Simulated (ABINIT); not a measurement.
# CdS (Greenockite) (P6_3mc) in ABINIT: settings compared

One crystal, CdS (Greenockite), is run at these levels: LDA-Teter, LDA; tasks: band structure.

Everything below comes from runs of ABINIT 10.8.3 (patched build). Logs are shortened: lines on timing, memory, paths and dates and some standing lists are left out, and cuts for length are marked. The log counts tension as positive stress, the text compression.

**The experiment to reproduce.**

From “Isotope dependence of band-gap energy”, 2008, arxiv:0807.2152, for a bulk crystal of CdS: band gap 2.5809 ± 0.0002 eV.

How close the calculation comes is told below.

## Step 1: Starting point

Symmetry: P6_3mc, No. 186, hexagonal system. Conventional cell: a = 4.150 Å, b = 4.150 Å, c = 6.737 Å, α = 90.00°, β = 90.00°, γ = 120.00°. Cd (site symmetry 3m) has 4 S at 2.53 to 2.54 Å as nearest neighbours. S (site symmetry 3m) has 4 Cd at 2.53 to 2.54 Å as nearest neighbours.

## Step 2: Band structure, LDA-Teter

The input, run.abi:

```
ndtset 2

pp_dirpath "./"
pseudos "Cd.LDA_PW-JTH.xml, S.LDA_PW-JTH.xml"

acell 7.8423634172 7.8423634172 12.7310849016
rprim
     1.0000000000     0.0000000000     0.0000000000
    -0.5000000000     0.8660254038     0.0000000000
     0.0000000000     0.0000000000     1.0000000000
ntypat 2
znucl 48 16
natom 4
typat 1 1 2 2
xcart
     2.0750000002     1.1980018084     3.3685000000
    -0.0000000002     2.3960036173     0.0000000000
     2.0750000002     1.1980018084     5.8948750000
    -0.0000000002     2.3960036173     2.5263750000 Angstrom

ecut 544.227725 eV
pawecutdg 40.0

ixc 1

occopt 3
tsmear 0.05 eV

nstep 100

iomode 3
prtwf 0
prteig 0
prtebands 0
enunit 1
prtvol 2
prtden1 1

kptopt1 1
ngkpt1 7 7 4
nshiftk1 1
shiftk1 0.0 0.0 0.0
nband1 22
tolvrs1 1.0e-9

iscf2 -2
getden2 1
nband2 26
nbdbuf2 2
tolwfr2 1.0e-12
kptopt2 -7
ndivsm2 6
prteig2 1
prtvol2 -3
kptbounds2
     0.0000000000     0.0000000000     0.0000000000
     0.5000000000     0.0000000000     0.0000000000
     0.3333333333     0.3333333333     0.0000000000
     0.0000000000     0.0000000000     0.0000000000
     0.0000000000     0.0000000000     0.5000000000
     0.5000000000     0.0000000000     0.5000000000
     0.3333333333     0.3333333333     0.5000000000
     0.0000000000     0.0000000000     0.5000000000
```

Potentials or basis: JTH PAW LDA v2.0.

On the command line:

```console
abinit run.abi > log 2>&1
```

run.abo:

```text
.Version 10.8.3 of ABINIT
 DATASET    1 : space group P6_3 m c (#186); Bravais hP (primitive hexag.)
================================================================================
 Values of the parameters that define the memory need for DATASET  1.
     intxc =       0    ionmov =       0      iscf =      17    lmnmax =      18
     lnmax =       6     mgfft =      54  mpssoang =       3    mqgrid =    3625
     natom =       4  nloc_mem =       2    nspden =       1   nspinor =       1
    nsppol =       1      nsym =      12    n1xccc =       1    ntypat =       2
    occopt =       3   xclevel =       1
       mpw =        2922          nfft =       55296          nkpt =          24
 PAW method is used; the additional fine FFT grid is defined by:
   mgfftf=        75    nfftf =    172800
================================================================================
================================================================================

 DATASET    2 : space group P6_3 m c (#186); Bravais hP (primitive hexag.)
================================================================================
 Values of the parameters that define the memory need for DATASET  2.
     intxc =       0    ionmov =       0      iscf =      -2    lmnmax =      18
     lnmax =       6     mgfft =      54  mpssoang =       3    mqgrid =    3625
     natom =       4  nloc_mem =       2    nspden =       1   nspinor =       1
    nsppol =       1      nsym =      12    n1xccc =       1    ntypat =       2
    occopt =       3   xclevel =       1
       mpw =        2916          nfft =       55296          nkpt =          67
 PAW method is used; the additional fine FFT grid is defined by:
   mgfftf=        75    nfftf =    172800
================================================================================
================================================================================

--------------------------------------------------------------------------------
------------- Echo of variables that govern the present computation ------------
--------------------------------------------------------------------------------
 -outvars: echo values of preprocessed input variables --------
            acell      7.8423634172E+00  7.8423634172E+00  1.2731084902E+01 Bohr
              amu      1.12411000E+02  3.20660000E+01
             ecut      2.00000000E+01 Hartree
           enunit           1
           getden1          0
           getden2          1
             iscf1         17
             iscf2         -2
           jdtset        1    2
           kptopt1          1
           kptopt2         -7
         kptrlatt        7    0    0      0    7    0      0    0    4
          kptrlen1     5.09243396E+01
          kptrlen2     3.00000000E+01
            natom           4
            nband1         22
            nband2         26
           nbdbuf1          0
           nbdbuf2          2
           ndtset           2
           ndivsm1          0
           ndivsm2          6
            ngfft          32      32      54
          ngfftdg          48      48      75
             nkpt1         24
             nkpt2         67
            nstep         100
             nsym          12
           ntypat           2
           occopt           3
        pawecutdg      4.00000000E+01 Hartree
        prtebands           0
           prteig1          0
           prteig2          1
           prtvol1          2
           prtvol2         -3
            prtwf           0
            rprim      1.0000000000E+00  0.0000000000E+00  0.0000000000E+00
                      -5.0000000000E-01  8.6602540380E-01  0.0000000000E+00
                       0.0000000000E+00  0.0000000000E+00  1.0000000000E+00
           shiftk1     0.00000000E+00  0.00000000E+00  0.00000000E+00
           shiftk2     5.00000000E-01  5.00000000E-01  5.00000000E-01
          spgroup         186
           tolvrs1     1.00000000E-09
           tolvrs2     0.00000000E+00
[... 490 lines left out ...]
  1.47E-10  5.61E-11
 -3.3122E-01 -3.1472E-01 -1.6232E-01 -1.6147E-01 -1.6147E-01 -1.5833E-01
 -1.5833E-01 -1.4673E-01 -1.4673E-01 -1.4336E-01 -1.4336E-01 -1.3105E-01
 -4.2710E-02  9.2527E-02  9.2527E-02  1.1939E-01  1.2112E-01  1.2112E-01
  1.5378E-01  2.1383E-01  3.5107E-01  3.5107E-01  3.6316E-01  3.9242E-01
  3.9242E-01  3.9317E-01
 Non-SCF case, kpt    2 (  0.04545  0.00000  0.00000), residuals and eigenvalues=
[... 645 lines left out ...]
 -1.5419E-01 -1.5419E-01 -1.4481E-01 -1.4481E-01 -1.4476E-01 -1.4476E-01
  2.7401E-02  2.7403E-02  1.0357E-01  1.0358E-01  1.0551E-01  1.0551E-01
  2.1903E-01  2.1903E-01  3.3634E-01  3.3634E-01  3.6553E-01  3.6553E-01
  3.6600E-01  3.6600E-01
 Non-SCF case, kpt   67 (  0.00000  0.00000  0.50000), residuals and eigenvalues=
  7.25E-13  5.87E-13  2.54E-13  3.07E-13  7.71E-13  9.08E-13  6.82E-13  5.78E-13
  9.72E-13  5.11E-13  7.56E-13  7.95E-13  6.94E-13  1.96E-13  7.97E-13  8.68E-13
  9.82E-13  8.93E-13  9.55E-13  7.32E-13  9.50E-13  3.85E-13  8.21E-13  6.77E-13
  6.89E-13  7.89E-13
 -3.2285E-01 -3.2284E-01 -1.6016E-01 -1.6016E-01 -1.6016E-01 -1.6016E-01
 -1.5427E-01 -1.5427E-01 -1.4482E-01 -1.4482E-01 -1.4481E-01 -1.4481E-01
  2.7631E-02  2.7633E-02  1.0628E-01  1.0628E-01  1.0629E-01  1.0629E-01
  2.1603E-01  2.1604E-01  3.3943E-01  3.3943E-01  3.6444E-01  3.6444E-01
  3.6444E-01  3.6444E-01

--- !ResultsGS
iteration_state: {dtset: 2, }
comment   : Summary of ground state results
lattice_vectors:
- [  7.8423634,   0.0000000,   0.0000000, ]
- [ -3.9211817,   6.7916859,   0.0000000, ]
- [  0.0000000,   0.0000000,  12.7310849, ]
lattice_lengths: [   7.84236,    7.84236,   12.73108, ]
lattice_angles: [ 90.000,  90.000, 120.000, ] # degrees, (23, 13, 12)
lattice_volume:   6.7809411E+02
convergence: {deltae:  0.000E+00, res2:  0.000E+00, residm:  9.999E-13, diffor:  0.000E+00, }
etotal    :  -1.16181370E+02
entropy   :   0.00000000E+00
fermie    :   1.38535670E-01
cartesian_stress_tensor: null
pressure_GPa: null
xred      :
- [  6.6667E-01,   3.3333E-01,   5.0000E-01, Cd]
- [  3.3333E-01,   6.6667E-01,   0.0000E+00, Cd]
- [  6.6667E-01,   3.3333E-01,   8.7500E-01,  S]
- [  3.3333E-01,   6.6667E-01,   3.7500E-01,  S]
cartesian_forces: null
force_length_stats: {min: null, max: null, mean: null, }
...

 Integrated electronic density in atomic spheres:
 ------------------------------------------------
 Atom  Sphere_radius  Integrated_density
    1        2.50234         10.47821877
    2        2.50234         10.47603272
    3        1.90380          3.55185741
    4        1.90380          3.55285268

================================================================================

 ----iterations are completed or convergence reached----

 Mean square residual over all n,k,spin=   68.255E-14; max=  99.985E-14
 reduced coordinates (array xred) for    4 atoms
       0.666666667001      0.333333333663      0.500000000000
       0.333333333667      0.666666666996      0.000000000000
       0.666666667001      0.333333333663      0.875000000255
       0.333333333667      0.666666666996      0.375000000255

 cartesian coordinates (angstrom) at end:
    1      2.07499999929655     1.19800180896114     3.36849999771376
    2      0.00000000070345     2.39600361673886     0.00000000000000
    3      2.07499999929655     1.19800180896114     5.89487499771376
    4      0.00000000070345     2.39600361673886     2.52637500000000
 length scales=  7.842363417200  7.842363417200 12.731084901600 bohr
              =  4.149999997186  4.149999997186  6.736999995428 angstroms
 Eigenvalues (   eV  ) for nkpt=  67  k points:
 kpt#   1, nband= 26, wtk=  1.00000, kpt=  0.0000  0.0000  0.0000 (reduced coord)
  -9.01291   -8.56408   -4.41694   -4.39379   -4.39379   -4.30828   -4.30828   -3.99262
  -3.99262   -3.90094   -3.90094   -3.56599   -1.16219    2.51779    2.51779    3.24867
   3.29587    3.29587    4.18446    5.81863    9.55317    9.55317    9.88217   10.67825
  10.67825   10.69864
 kpt#   2, nband= 26, wtk=  1.00000, kpt=  0.0455  0.0000  0.0000 (reduced coord)
  -9.00520   -8.56065   -4.41441   -4.39074   -4.38879   -4.30519   -4.30404   -3.99429
  -3.99275   -3.90463   -3.90023   -3.56048   -1.14751    2.41923    2.49033    3.09861
   3.23424    3.28103    4.37661    5.91513    9.46083    9.58631    9.92248   10.59425
  10.69514   10.72298
 kpt#   3, nband= 26, wtk=  1.00000, kpt=  0.0909  0.0000  0.0000 (reduced coord)
  -8.98254   -8.55074   -4.40658   -4.38198   -4.37410   -4.29571   -4.29162   -3.99922
  -3.99281   -3.91456   -3.89820   -3.54484   -1.10439    2.15547    2.41205    2.71990
   3.18788    3.23728    4.74367    6.16658    9.23773    9.67955   10.01461   10.43632
  10.63888   10.85393
 kpt#   4, nband= 26, wtk=  1.00000, kpt=  0.1364  0.0000  0.0000 (reduced coord)
  -8.94640   -8.53544   -4.39376   -4.36873   -4.34979   -4.27927   -4.27198   -4.00700
[... 304 lines left out ...]
  -8.76352   -8.76337   -4.34671   -4.34670   -4.34401   -4.34400   -4.18919   -4.18918
  -3.94036   -3.94035   -3.93431   -3.93431    0.72235    0.72240    2.63060    2.63069
   2.80736    2.80747    6.17301    6.17305    8.95918    8.95919    9.98888    9.98890
  10.08613   10.08616
 kpt#  66, nband= 26, wtk=  1.00000, kpt=  0.0256  0.0256  0.5000 (reduced coord)
  -8.77962   -8.77946   -4.35520   -4.35518   -4.35450   -4.35448   -4.19569   -4.19568
  -3.94056   -3.94055   -3.93915   -3.93915    0.74561    0.74566    2.81839    2.81850
   2.87094    2.87105    5.96010    5.96014    9.15231    9.15233    9.94652    9.94654
   9.95932    9.95934
 kpt#  67, nband= 26, wtk=  1.00000, kpt=  0.0000  0.0000  0.5000 (reduced coord)
  -8.78512   -8.78497   -4.35811   -4.35811   -4.35810   -4.35810   -4.19784   -4.19783
  -3.94062   -3.94062   -3.94062   -3.94062    0.75187    0.75193    2.89209    2.89209
   2.89219    2.89219    5.87861    5.87864    9.23632    9.23635    9.91692    9.91692
   9.91696    9.91696

== END DATASET(S) ==============================================================
================================================================================

 -outvars: echo values of variables after computation  --------
            acell      7.8423634172E+00  7.8423634172E+00  1.2731084902E+01 Bohr
           etotal1    -1.1618137035E+02
            fcart1    -4.1201537035E-28 -2.3787718498E-28 -1.2074254184E-03
                       1.3733845678E-28  7.9292394993E-29 -1.2074254184E-03
                       4.1201537035E-28  2.3787718498E-28  1.2074254184E-03
                      -1.3733845678E-28 -7.9292394993E-29  1.2074254184E-03
            rprim      1.0000000000E+00  0.0000000000E+00  0.0000000000E+00
                      -5.0000000000E-01  8.6602540380E-01  0.0000000000E+00
                       0.0000000000E+00  0.0000000000E+00  1.0000000000E+00
           strten1     1.1146301563E-04  1.1146301547E-04  9.1953948638E-05
                       0.0000000000E+00  0.0000000000E+00  0.0000000000E+00
           xangst      2.0749999993E+00  1.1980018090E+00  3.3684999977E+00
                       7.0344822054E-10  2.3960036167E+00  0.0000000000E+00
                       2.0749999993E+00  1.1980018090E+00  5.8948749977E+00
                       7.0344822054E-10  2.3960036167E+00  2.5263750000E+00
             xred      6.6666666700E-01  3.3333333366E-01  5.0000000000E-01
                       3.3333333367E-01  6.6666666700E-01  0.0000000000E+00
                       6.6666666700E-01  3.3333333366E-01  8.7500000025E-01
                       3.3333333367E-01  6.6666666700E-01  3.7500000025E-01
 Calculation completed.
```

Run time: 6.9 min. Hardware: 1 thread of Arm Neoverse V2, shared host; peak memory 0.17 GiB.

Results:

```yaml
Free_energy: -3161.4561 eV
Largest_force: 0.062 eV/Å
Band_gap_on_the_k_mesh: 0.89 eV, direct
Valence_electrons_inside_the_program's_atomic_spheres: Cd 10.48; S 3.55
```

Forces on the atoms (eV/Å):
```
Cd   0.000  0.000 -0.062
Cd   0.000  0.000 -0.062
S    0.000  0.000  0.062
S    0.000  0.000  0.062
```

Levels at the corners of the path, in eV from the valence-band top:
```tsv
point	band 16	band 17	band 18	band 19	band 20	band 21
Γ	-0.05	0.00	0.00	0.89	2.52	6.26
M	-1.90	-1.33	-0.75	3.47	3.65	4.90
K	-1.89	-1.89	-1.64	4.41	4.88	4.88
Γ	-0.05	0.00	0.00	0.89	2.52	6.26
A	-0.40	-0.40	-0.40	2.58	2.58	5.94
L	-1.36	-1.35	-1.35	3.22	3.22	5.19
H	-2.46	-1.13	-1.13	4.16	4.16	5.86
A	-0.40	-0.40	-0.40	2.58	2.58	5.94
```

Caveat: the cutoff is too short for stress, so the log's stress isn't used.

## Step 3: Band structure, LDA

Changes to run.abi since step 2:

```diff
@@ -1,3 +1,5 @@
+# Datasets: ground state, then fixed potential
 ndtset 2
 
+# Pseudopotentials
 pp_dirpath "./"
@@ -5,3 +7,4 @@
 
-acell 7.8423634172 7.8423634172 12.7310849016
+# Structure
+acell 4.15 4.15 6.737 Angstrom
 rprim
@@ -14,13 +17,16 @@
 typat 1 1 2 2
-xcart
-     2.0750000002     1.1980018084     3.3685000000
-    -0.0000000002     2.3960036173     0.0000000000
-     2.0750000002     1.1980018084     5.8948750000
-    -0.0000000002     2.3960036173     2.5263750000 Angstrom
+xred
+     0.6666666667     0.3333333333     0.5000000000
+     0.3333333333     0.6666666667     0.0000000000
+     0.6666666667     0.3333333333     0.8750000000
+     0.3333333333     0.6666666667     0.3750000000
 
-ecut 544.227725 eV
+# Plane-wave basis
+ecut 20.0
 pawecutdg 40.0
 
-ixc 1
+# Exchange and correlation
+ixc 7
 
+# Bands and occupations
 occopt 3
@@ -28,4 +34,6 @@
 
+# SCF cycle
 nstep 100
 
+# Output
 iomode 3
@@ -35,5 +43,5 @@
 enunit 1
-prtvol 2
 prtden1 1
 
+# Dataset 1
 kptopt1 1
@@ -45,2 +53,3 @@
 
+# Dataset 2: bands along G-M-K-G-A-L-H-A
 iscf2 -2
@@ -51,3 +60,3 @@
 kptopt2 -7
-ndivsm2 6
+ndivsm2 8
 prteig2 1
```

Potentials or basis: JTH PAW LDA v2.0.

On the command line:

```console
abinit run.abi > log 2>&1
```

It took 8.4 min on 1 thread of Arm Neoverse V2, shared host; peak memory 0.21 GiB.

It converged, with:

```
Free energy                                           : -3161.4984 eV
Largest force                                         : 0.062 eV/Å
Band gap on the k mesh                                : 0.89 eV, direct
Valence electrons inside the program's atomic spheres : Cd 10.48; S 3.55
```

Forces on the atoms (eV/Å):
```
Cd   0.000  0.000 -0.062
Cd   0.000  0.000 -0.062
S    0.000  0.000  0.062
S    0.000  0.000  0.062
```

Levels at the corners of the path, in eV from the valence-band top:
```tsv
point	band 16	band 17	band 18	band 19	band 20	band 21
Γ	-0.05	0.00	0.00	0.89	2.52	6.26
M	-1.90	-1.33	-0.75	3.47	3.65	4.90
K	-1.89	-1.89	-1.64	4.42	4.88	4.88
Γ	-0.05	0.00	0.00	0.89	2.52	6.26
A	-0.40	-0.40	-0.40	2.58	2.58	5.94
L	-1.36	-1.35	-1.35	3.22	3.22	5.19
H	-2.46	-1.13	-1.13	4.16	4.16	5.86
A	-0.40	-0.40	-0.40	2.58	2.58	5.94
```

Caveat: the cutoff is too short for stress, so the log's stress isn't used.

## Step 4: How close it comes

Step 2. Measured gap of CdS: 2.5809 eV (quoted in “Isotope dependence of band-gap energy”, 2008, arxiv:0807.2152). This calculation gives 0.89 eV (-1.69 eV). So large a miss can be the level of theory's own, or it may mean another phase, state or a wrong row. Spin-orbit coupling on Cd is left out. The value is that of LDA-Teter, without temperature or zero-point motion. Semilocal functionals fall short of measured gaps as a rule.

Step 3. A measured gap of CdS is 2.5809 eV (quoted in “Isotope dependence of band-gap energy”, 2008, arxiv:0807.2152); the calculated 0.89 eV misses it by -1.69 eV. So large a miss can be the level of theory's own, or it may mean another phase, state or a wrong row. Spin-orbit coupling on Cd is left out. The value is that of LDA, without temperature or zero-point motion. Semilocal functionals fall short of measured gaps as a rule.
